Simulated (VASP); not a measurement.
# ScAl3 (Pm-3m) in VASP: a series of runs

Runs on ScAl3. Level: LDA. Tasks: single point, relaxation of cell and atoms.

Everything below comes from runs of VASP 6.6.1. Logs are shortened: lines on timing, memory, paths and dates and some standing lists are left out, and cuts for length are marked.

### 1 The crystal as given

It takes space group Pm-3m (No. 221, cubic). Conventional cell: a = 4.105 Å, b = 4.105 Å, c = 4.105 Å, α = 90.00°, β = 90.00°, γ = 90.00°. Around Sc (site symmetry m-3m) lie 12 Al at 2.90 Å. Al (site symmetry 4/mmm) is surrounded by 4 Sc at 2.90 Å and 8 Al at 2.90 Å.

The cell is a database's computed one.

### 2 Single point, LDA (relaxed again under DFT LDA, scalar-relativistic, plane waves, PAW)

INCAR

```
SYSTEM = ScAl3
PREC     = Accurate       ! precision mode
ENCUT    = 520            ! plane-wave cutoff, eV
EDIFF    = 1E-6           ! SCF threshold, eV
ISMEAR   = 0              ! smearing method
SIGMA    = 0.1            ! smearing width, eV
LREAL    = .False.        ! projectors in reciprocal space
LASPH    = .True.         ! aspherical terms in the spheres
NELM     = 60             ! most SCF steps
ALGO     = Fast           ! electronic algorithm
ISIF     = 2              ! what is computed and relaxed
LWAVE    = .False.        ! write WAVECAR
LCHARG   = .False.        ! write CHGCAR
GGA      = CA             ! functional
NBANDS   = 18             ! bands
```

KPOINTS

```
Automatic mesh
0
Gamma
  10 10 10
  0 0 0
```

POSCAR

```
ScAl3
1.0
    4.0316749402      0.0000000000      0.0000000000
    0.0000000000      4.0316749402      0.0000000000
    0.0000000000      0.0000000000      4.0316749402
Sc Al
1 3
Direct
    0.0000000000      0.0000000000      0.0000000000
    0.5000000000      0.0000000000      0.5000000000
    0.0000000000      0.5000000000      0.5000000000
    0.5000000000      0.5000000000      0.0000000000
```

Potentials or basis: VASP PAW LDA potentials, release 64 (Sc_sv, Al).

On the command line:

```
$ cat potpaw_LDA.64/Sc_sv/POTCAR potpaw_LDA.64/Al/POTCAR > POTCAR
$ mpirun -np 1 vasp_std > vasp.out
```

OUTCAR:

```text
SYSTEM = ScAl3
   PREC = Accurate
   ENCUT = 520
   EDIFF = 1E-6
   ISMEAR = 0
   LREAL = .False.
   LASPH = .True.
   NELM = 60
   ISIF = 2
   GGA = CA

 ion  position               nearest neighbor table
   1  0.000  0.000  0.000-   2 2.85   3 2.85   4 2.85   2 2.85   3 2.85   3 2.85   4 2.85   3 2.85
                             2 2.85   4 2.85   2 2.85   4 2.85
   2  0.500  0.000  0.500-   1 2.85   3 2.85   4 2.85   1 2.85   4 2.85   3 2.85   4 2.85   4 2.85
                             1 2.85   3 2.85   1 2.85   3 2.85
   3  0.000  0.500  0.500-   1 2.85   2 2.85   4 2.85   1 2.85   4 2.85   1 2.85   2 2.85   1 2.85
                             2 2.85   4 2.85   4 2.85   2 2.85
   4  0.500  0.500  0.000-   1 2.85   2 2.85   3 2.85   2 2.85   3 2.85   1 2.85   2 2.85   2 2.85
                             1 2.85   3 2.85   3 2.85   1 2.85

  LATTYP: Found a simple cubic cell.
 ALAT       =     4.0316749402

  Lattice vectors:

 A1 = (   4.0316749402,   0.0000000000,   0.0000000000)
 A2 = (   0.0000000000,   4.0316749402,   0.0000000000)
 A3 = (   0.0000000000,   0.0000000000,   4.0316749402)

Analysis of symmetry for initial positions (statically):
=====================================================================
 Subroutine PRICEL returns:
 Original cell was already a primitive cell.

 Routine SETGRP: Setting up the symmetry group for a
 simple cubic supercell.

 Subroutine GETGRP returns: Found 48 space group operations
 (whereof 48 operations were pure point group operations)
 out of a pool of 48 trial point group operations.

The static configuration has the point symmetry O_h .

Analysis of symmetry for dynamics (positions and initial velocities):
=====================================================================
 Subroutine PRICEL returns:
 Original cell was already a primitive cell.

 Routine SETGRP: Setting up the symmetry group for a
 simple cubic supercell.

 Subroutine GETGRP returns: Found 48 space group operations
 (whereof 48 operations were pure point group operations)
 out of a pool of 48 trial point group operations.

The dynamic configuration has the point symmetry O_h .

 Subroutine INISYM returns: Found 48 space group operations
 (whereof 48 operations are pure point group operations),
 and found     1 'primitive' translations

----------------------------------------------------------------------------------------

                                     Primitive cell

  volume of cell :      65.5325

  direct lattice vectors                    reciprocal lattice vectors
     4.031674940  0.000000000  0.000000000     0.248035870  0.000000000  0.000000000
     0.000000000  4.031674940  0.000000000     0.000000000  0.248035870  0.000000000
     0.000000000  0.000000000  4.031674940     0.000000000  0.000000000  0.248035870

  length of vectors
     4.031674940  4.031674940  4.031674940     0.248035870  0.248035870  0.248035870

  position of ions in fractional coordinates (direct lattice)
     0.000000000  0.000000000  0.000000000
     0.500000000  0.000000000  0.500000000
     0.000000000  0.500000000  0.500000000
     0.500000000  0.500000000  0.000000000

  ion indices of the primitive-cell ions
   primitive index   ion index
                 1           1
                 2           2
                 3           3
                 4           4

----------------------------------------------------------------------------------------

 KPOINTS: Automatic mesh

Automatic generation of k-mesh.
 Grid dimensions read from file:
 generate k-points for:   10   10   10

 Generating k-lattice:

  Cartesian coordinates                     Fractional coordinates (reciprocal lattice)
     0.024803587  0.000000000  0.000000000     0.100000000  0.000000000  0.000000000
     0.000000000  0.024803587  0.000000000     0.000000000  0.100000000  0.000000000
     0.000000000  0.000000000  0.024803587     0.000000000  0.000000000  0.100000000

  Length of vectors
     0.024803587  0.024803587  0.024803587

  Shift w.r.t. Gamma in fractional coordinates (k-lattice)
     0.000000000  0.000000000  0.000000000

 Subroutine IBZKPT returns following result:
 ===========================================

 Found     56 irreducible k-points:

 Following reciprocal coordinates:
            Coordinates               Weight
  0.000000  0.000000  0.000000      1.000000
  0.100000  0.000000  0.000000      6.000000
  0.200000  0.000000  0.000000      6.000000
  0.300000  0.000000  0.000000      6.000000
  0.400000  0.000000  0.000000      6.000000
  0.500000  0.000000  0.000000      3.000000
[... 16 lines left out ...]
  0.200000  0.100000  0.100000     24.000000
  0.300000  0.100000  0.100000     24.000000
 [... further k-points ...]
   k-points           NKPTS =     56   k-points in BZ     NKDIM =     56   number of bands    NBANDS=     18
   number of dos      NEDOS =    301   number of ions     NIONS =      4
   total plane-waves  NPLWV =  27000
   dimension x,y,z NGX =    30 NGY =   30 NGZ =   30
   dimension x,y,z NGXF=    60 NGYF=   60 NGZF=   60
   ions per type =               1   3
   NGX,Y,Z   is equivalent  to a cutoff of  12.37, 12.37, 12.37 a.u.
   NGXF,Y,Z  is equivalent  to a cutoff of  24.74, 24.74, 24.74 a.u.
 SYSTEM =  ScAl3
   PREC   = accura    normal or accurate (medium, high low for compatibility)
   ISTART =      0    job   : 0-new  1-cont  2-samecut
   ICHARG =      2    charge: 1-file 2-atom 10-const
   ISPIN  =      1    spin polarized calculation?
   LNONCOLLINEAR =      F non collinear calculations
   LSORBIT =      F    spin-orbit coupling
   LASPH  =      T    aspherical Exc in radial PAW
   ENCUT  =  520.0 eV  38.22 Ry    6.18 a.u.   7.50  7.50  7.50*2*pi/ulx,y,z
   NELM   =     60;   NELMIN=  2; NELMDL= -5     # of ELM steps
   EDIFF  = 0.1E-05   stopping-criterion for ELM
   LREAL  =      F    real-space projection
   EDIFFG = 0.1E-04   stopping-criterion for IOM
   NSW    =      0    number of steps for IOM
   IBRION =     -1    ionic relax: 0-MD 1-quasi-New 2-CG
   NFREE  =      0    steps in history (QN), initial steepest desc. (CG)
   ISIF   =      2    stress and relaxation
   ISYM   =      2    0-nonsym 1-usesym 2-fastsym
   POTIM  = 0.5000    time-step for ionic-motion
   TEBEG  =    0.0;   TEEND  =   0.0 temperature during run
   PSTRESS=    0.0 pullay stress
   NELECT =      20.0000    total number of electrons
   NUPDOWN=      -1.0000    fix difference up-down
   EMIN   =  10.00;   EMAX   =-10.00  energy-range for DOS
   EFERMI =   0.00;   METHOD = LEGACY
   ISMEAR =     0;   SIGMA  =   0.10  broadening in eV -4-tet -1-fermi 0-gaus
   EFERMI_NEDOS =   21; number of points for ismear=-14 and -15
   IALGO  =     68    algorithm
   IMIX   =      4    mixing-type and parameters
     AMIX     =   0.40;   BMIX     =  1.00
     AMIX_MAG =   1.60;   BMIX_MAG =  1.00
  volume/ion in A,a.u.               =      16.38       110.56
  Fermi-wavevector in a.u.,A,eV,Ry     =   1.102214  2.082883 16.529392  1.214876
  Thomas-Fermi vector in A             =   2.238654
   LORBIT       =      0    0 simple, 1 ext, 2 COOP (PROOUT), +10 PAW based schemes
   GGA     = CA    functional components
   LHFCALC =     F    Hartree Fock is set to
   AEXX    =    0.0000 exact exchange contribution
   IVDW    =     0    specifies the selected vdW correction
   LEPSILON=     F    determine dielectric tensor
   LRPA    =     F    only Hartree local field effects (RPA)
 non-spin polarized calculation
 RMM-DIIS sequential band-by-band and
 Gauss-broadening in eV      SIGMA  =   0.10
  energy-cutoff  :      520.00
  volume of cell :       65.53
 maximum number of plane-waves:      1791
 NGX is ok and might be reduce to    30
   NGX = 15   NGY = 15   NGZ = 15

 number of electron      20.0000004 magnetization

 Free energy of the ion-electron system (eV)
  ---------------------------------------------------
  ext. energy  EPLUGINS =         0.00000000
  ---------------------------------------------------
  free energy    TOTEN  =       -21.29252592 eV

  energy without entropy =      -21.28759182  energy(sigma->0) =      -21.29005887

 E-fermi :   7.4475     XC(G=0): -10.7715

 val. band max:        7.4307344030   @ k =   0.5000   0.1000   0.1000
 cond. band min:       7.4520011664   @ k =   0.3000   0.0000   0.0000
 fundamental gap:      0.0212667634
 Fermi energy:         7.4474892802

 k-point     1 :       0.0000    0.0000    0.0000
  band No.  band energies     occupation
      1     -40.8051      2.00000
      2     -19.8703      2.00000
      3     -19.8703      2.00000
      4     -19.8703      2.00000
      5      -2.7698      2.00000
      6       4.7488      2.00000
[... 10 lines left out ...]
     17      12.8992      0.00000
     18      12.8992      0.00000

 k-point     2 :       0.1000    0.0000    0.0000
  band No.  band energies     occupation
      1     -40.8049      2.00000
      2     -19.8742      2.00000
      3     -19.8699      2.00000
      4     -19.8699      2.00000
      5      -2.6744      2.00000
      6       3.9962      2.00000
[... 10 lines left out ...]
     17      12.9788      0.00000
     18      13.4079      0.00000

 k-point     3 :       0.2000    0.0000    0.0000
  band No.  band energies     occupation
      1     -40.8044      2.00000
      2     -19.8845      2.00000
      3     -19.8691      2.00000
      4     -19.8691      2.00000
      5      -2.3915      2.00000
      6       2.8342      2.00000
[... 10 lines left out ...]
     17      12.8489      0.00000
     18      12.9997      0.00000

 k-point     4 :       0.3000    0.0000    0.0000
  band No.  band energies     occupation
      1     -40.8039      2.00000
      2     -19.8973      2.00000
      3     -19.8682      2.00000
      4     -19.8682      2.00000
      5      -1.9319      2.00000
      6       1.6779      2.00000
[... 375 lines left out ...]
      4     -19.8733      2.00000
      5      -2.4856      2.00000
      6       3.9845      2.00000
[... 10 lines left out ...]
     17      13.1328      0.00000
     18      13.2291      0.00000

 k-point    23 :       0.2000    0.1000    0.1000
  band No.  band energies     occupation
      1     -40.8041      2.00000
      2     -19.8838      2.00000
      3     -19.8729      2.00000
      4     -19.8724      2.00000
      5      -2.2065      2.00000
      6       2.9687      2.00000
[... 10 lines left out ...]
     17      12.6162      0.00000
     18      13.4097      0.00000

 k-point    24 :       0.3000    0.1000    0.1000
  band No.  band energies     occupation
      1     -40.8036      2.00000
      2     -19.8963      2.00000
      3     -19.8718      2.00000
      4     -19.8714      2.00000
      5      -1.7536      2.00000
      6       1.8345      2.00000
[... 10 lines left out ...]
     17      12.4182      0.00000
     18      13.2380      0.00000

 [... further k-points ...]

------------------------ aborting loop because EDIFF is reached ----------------------------------------

  FORCE on cell =-STRESS in cart. coord.  units (eV):
  Direction    XX          YY          ZZ          XY          YZ          ZX
  --------------------------------------------------------------------------------------
  -------------------------------------------------------------------------------------
  Total        0.0639248      0.0639248      0.0639248      0.0000000     -0.0000000     -0.0000000
  in kB        1.5628717      1.5628717      1.5628717      0.0000000     -0.0000000     -0.0000000
  external PRESSURE =       1.5628717 kB  Pullay stress =       0.0000000 kB

 VOLUME and BASIS-vectors are now :
 -----------------------------------------------------------------------------
  energy-cutoff  :      520.00
  volume of cell :       65.53
      direct lattice vectors                 reciprocal lattice vectors
     4.031674940  0.000000000  0.000000000     0.248035870  0.000000000  0.000000000
     0.000000000  4.031674940  0.000000000     0.000000000  0.248035870  0.000000000
     0.000000000  0.000000000  4.031674940     0.000000000  0.000000000  0.248035870

 POSITION                                       TOTAL-FORCE (eV/Angst)
 -----------------------------------------------------------------------------------
      0.00000      0.00000      0.00000         0.000000      0.000000      0.000000
      2.01584      0.00000      2.01584         0.000000      0.000000      0.000000
      0.00000      2.01584      2.01584         0.000000      0.000000      0.000000
      2.01584      2.01584      0.00000         0.000000      0.000000      0.000000
 -----------------------------------------------------------------------------------
    total drift:                               -0.000000     -0.000000      0.000000

  FREE ENERGIE OF THE ION-ELECTRON SYSTEM (eV)
  ---------------------------------------------------
  free  energy   TOTEN  =       -21.2925259188 eV

  energy  without entropy=      -21.2875918234  energy(sigma->0) =      -21.29005887
```

Wall time 36 s (1 thread of AMD EPYC 9R45 (Zen 5), shared host); peak memory 0.15 GiB.

What came out:

```yaml
Free_energy: -21.2925 eV
Pressure: 0.2 GPa
Band_gap_on_the_k_mesh: none (metal or under the smearing width)
```

### 3 Relaxation of cell and atoms, LDA

INCAR

```
SYSTEM = ScAl3
ALGO     = Normal         ! electronic algorithm
EDIFF    = 1E-6           ! SCF threshold, eV
EDIFFG   = -0.005         ! ionic threshold
ENCUT    = 600            ! plane-wave cutoff, eV
GGA      = CA             ! functional
IBRION   = 2              ! ionic algorithm
ISIF     = 3              ! what is computed and relaxed
ISMEAR   = 0              ! smearing method
LASPH    = .True.         ! aspherical terms in the spheres
LCHARG   = .False.        ! write CHGCAR
LREAL    = .False.        ! projectors in reciprocal space
LWAVE    = .False.        ! write WAVECAR
NELM     = 80             ! most SCF steps
NSW      = 70             ! ionic steps
PREC     = Accurate       ! precision mode
SIGMA    = 0.1            ! smearing width, eV
```

KPOINTS

```
k-points
0
Gamma
  10 10 10
  0 0 0
```

POSCAR

```
ScAl3
1.0
    4.1053305956      0.0000000000      0.0000000000
    0.0000000000      4.1053305956      0.0000000000
    0.0000000000      0.0000000000      4.1053305956
Sc Al
1 3
Direct
    0.0000000000      0.0000000000      0.0000000000
    0.5000000000      0.0000000000      0.5000000000
    0.0000000000      0.5000000000      0.5000000000
    0.5000000000      0.5000000000      0.0000000000
```

Potentials or basis: VASP PAW LDA potentials, release 64 (Sc_sv, Al).

On the command line:

```
$ cat potpaw_LDA.64/Sc_sv/POTCAR potpaw_LDA.64/Al/POTCAR > POTCAR
$ mpirun -np 1 vasp_std > vasp.out
```

It took 81 s on 1 thread of AMD EPYC 9R45 (Zen 5), shared host; peak memory 0.19 GiB.

Results (log left out):

```
Free energy                            : -21.2931 eV
Relaxed volume                         : 16.41 Å³/atom
Relaxed cell                           : a = 4.034 Å, b = 4.034 Å, c = 4.034 Å, α = 90.00°, β = 90.00°, γ = 90.00°
Space group after relaxing (to 0.05 Å) : Pm-3m (No. 221)
Energy gained by relaxing              : 13.3 meV/atom
Ionic steps                            : 3
Pressure after relaxing                : 0.0 GPa
Band gap on the k mesh                 : none (metal or under the smearing width)
```

The path:
```csv
step,energy change (eV),largest force (eV/Å),pressure (GPa),volume (Å³)
1,0.0000,0.0000,-4.58,69.19
2,-0.0453,0.0000,1.98,64.36
3,-0.0531,0.0000,0.00,65.63
```

Final structure:
```
Sc Al
1.0
     4.03376    0.00000    0.00000
     0.00000    4.03376    0.00000
     0.00000    0.00000    4.03376
Sc Al
1 3
Direct
  0.00000 0.00000 0.00000
  0.50000 0.00000 0.50000
  0.00000 0.50000 0.50000
  0.50000 0.50000 0.00000
```

Levels at points of the mesh, in eV from the Fermi level:
```tsv
k point	band 7	band 8	band 9	band 10	band 11	band 12	band 13	band 14
(0.00, 0.00, 0.00)	-2.70	-1.81	-1.81	-1.81	1.28	1.28	1.28	1.28
(0.50, 0.00, 0.00)	-1.78	-1.78	-1.57	1.00	1.08	1.08	1.40	1.63
(0.50, 0.50, 0.00)	-5.67	-4.43	-0.59	-0.59	1.22	1.38	2.10	2.52
(0.50, 0.50, 0.50)	-4.89	-4.59	-2.94	-2.94	-2.94	1.05	2.63	2.63
```
